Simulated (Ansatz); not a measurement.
BN:

```xyz
2
Lattice="0.0000 3.4953 2.1661 1.2516 0.0000 2.1661 1.2516 3.4953 0.0000" Properties=species:S:1:pos:R:3 pbc="T T T"
N     1.2516    3.4953    2.8881
B     1.2516    3.4953    0.0002
```

Measurements of this composition are mostly on another form, of space group No. 194.

Base run:

| Quantity | Value |
| --- | --- |
| Program | Ansatz 0.2.0 |
| Functional | PBE0 |
| Potentials or basis | Ansatz PAW |
| Cutoff | 420 eV (not typed: the program's choice for these potentials) |
| k mesh | 8 × 8 × 8 |
| Occupations | fermi-dirac, width 0.05 eV |
| Spin | no spin polarisation |

Its results: band gap on the k mesh 5.80 eV, indirect (least direct gap 6.92 eV); pressure -1.6 GPa; largest force 0.010 eV/Å.

**Question.** The run is repeated on the same cell with these changes: functional from PBE0 to HSE06. What comes out?

**Answer.** Band gap on the k mesh 5.05 eV, indirect (least direct gap 6.17 eV); pressure -1.5 GPa; largest force 0.010 eV/Å.

Caveats: the PAW data sets come from PBE, with cores solved anew for the run's functional, which leaves a small shift of forces and pressure; the thresholds are loose for stress.

A k mesh can miss the band edges.
